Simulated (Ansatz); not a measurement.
# Gd, one cell by several methods

```
Gd
1.0
     3.63600    0.00000    0.00000
    -1.81800    3.14887    0.00000
     0.00000    0.00000    5.78260
Gd
2
Direct
  0.33333 0.66667 0.25000
  0.66667 0.33333 0.75000
```

Atoms are numbered in the order listed.

Conventional cell: a = 3.636 Å, b = 3.636 Å, c = 5.783 Å, α = 90.00°, β = 90.00°, γ = 120.00°. Around Gd (atom 1) lie 12 Gd at 3.57 to 3.64 Å.

Structure: COD 9008499, as refined from experiment and not relaxed.

Semilocal functionals without a Hubbard term describe localised f shells poorly; where the shell is localised, the real material differs.

Other magnetic orders may lie lower; this is the state that the run reached.

No spin–orbit coupling, which matters for the heavy atoms here.

Methods: DFT, PBE, PAW with Ansatz's default frozen-core files, scalar-relativistic (Ansatz 0.2.0); DFT, PBE, all-electron PAW with datasets made for the crystal, scalar-relativistic (Ansatz 0.2.0); DFT, PBE, all-electron LAPW, scalar-relativistic (Ansatz 0.2.0).

For PAW: a Γ-centred 12×12×7 k mesh, Fermi–Dirac smearing of 0.05 eV, cutoff 420 eV, spin-polarised from start moments Gd1 7, Gd2 7 μB. The crystal-made all-electron datasets (AE datasets) take a cutoff of 280 eV at this cell. LAPW targets a basis error of 0.5 meV/atom. The Ansatz runs share mesh, smearing and spin set-up. Plane-wave (PAW) pressures include the program's estimate of the Pulay term.

Stress and pressure are positive in compression.

Levels count from the Fermi level.

| quantity | PAW | AE datasets | LAPW |
| --- | --- | --- | --- |
| pressure (GPa) | 0.55 | 0.55 | 0.55 |
| stress xx (GPa) | 0.42 | 0.42 | 0.42 |
| stress zz (GPa) | 0.80 | 0.79 | 0.79 |
| moment of the cell (μB) | 15.316 | 15.312 | 15.312 |
| highest filled spin-up level at L (eV) | -0.475 | -0.472 | -0.472 |
| lowest empty spin-up level at L (eV) | 1.480 | 1.479 | 1.479 |
| highest filled spin-up level at K (eV) | -0.514 | -0.513 | -0.514 |
| lowest empty spin-up level at K (eV) | 0.703 | 0.705 | 0.705 |
| highest filled spin-up level at A (eV) | -3.563 | -3.563 | -3.563 |
| lowest empty spin-up level at A (eV) | 0.478 | 0.481 | 0.481 |
